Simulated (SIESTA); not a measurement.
The system is SrO.

```
CELL_PARAMETERS angstrom
0.00000 2.56630 2.56630
2.56630 0.00000 2.56630
2.56630 2.56630 0.00000
ATOMIC_POSITIONS crystal
Sr 0.50000 0.50000 0.50000
O 0.00000 0.00000 0.00000
```

Base run:

```yaml
Program: SIESTA 5.4.2
Functional: PBEsol
Potentials_or_basis: PseudoDojo 0.4 standard (PBEsol files)
Basis: DZP (energy shift 0.003 Ry; two zetas on semicore shells; d shell added on Sr)
Grid_cutoff: 800 Ry
Energy_shift: 0.003 Ry
k_mesh: 9 × 9 × 9
Occupations: fermi-dirac, width 0.05 eV
Spin: no spin polarisation
```

Its results: band gap on the k mesh 3.20 eV, indirect (least direct gap 3.30 eV); pressure 0.0 GPa.

Q: The run is repeated on the same cell with these changes: functional from PBEsol to LDA; potentials or basis from PseudoDojo 0.4 standard (PBEsol files) to PseudoDojo 0.4 standard (LDA files). What comes out?

A: Band gap on the k mesh 3.16 eV, indirect (least direct gap 3.26 eV); pressure -3.3 GPa.

Caveats: the basis of atomic orbitals isn't converged, which shifts pressures, moduli and gaps.

A k mesh can miss the band edges.
